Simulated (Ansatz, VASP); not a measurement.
## Ni in VASP and in Ansatz

```
Ni
1.0
     0.00000    1.72591    1.72591
     1.72591    0.00000    1.72591
     1.72591    1.72591    0.00000
Ni
1
Cartesian
  0.0000 0.0000 0.0000
```

Alike in both runs: task single point; functional r2SCAN; k mesh 13 × 13 × 13; occupations fermi-dirac, width 0.05 eV; collinear spin.

|  | VASP | Ansatz |
| --- | --- | --- |
| version | VASP 6.6.1 | Ansatz 0.2.0 |
| potentials or method | VASP PAW PBE potentials, release 64 (Ni) | Ansatz PAW |
| plane-wave cutoff (eV) | 520 | 500 |
| valence electrons in the cell | 10 | 18 |

|  | VASP | Ansatz | Ansatz less VASP |
| --- | --- | --- | --- |
| gap on the k mesh at the Fermi level (eV) | none | none | - |
| pressure (GPa) | 5.1 | 4.7 | -0.36 |
| net moment per atom (μB) | 0.66 | 0.68 | +0.023 |
| size of the moment on the site where the two differ most (μB) | 0.68 | 0.75 | +0.071 |

Site moments also hang on the region over which each program counts them. A gap of «none» marks a metal or a gap that the smearing closes. The two sets of potentials don't hold the same shells in valence.

Caveats: the PAW data sets were made with another functional, which shifts forces and pressure a little (VASP); the magnetic or orbital state may not be the lowest (Ansatz); the PAW data sets come from PBE, with cores solved anew for the run's functional, which leaves a small shift of forces and pressure (Ansatz).
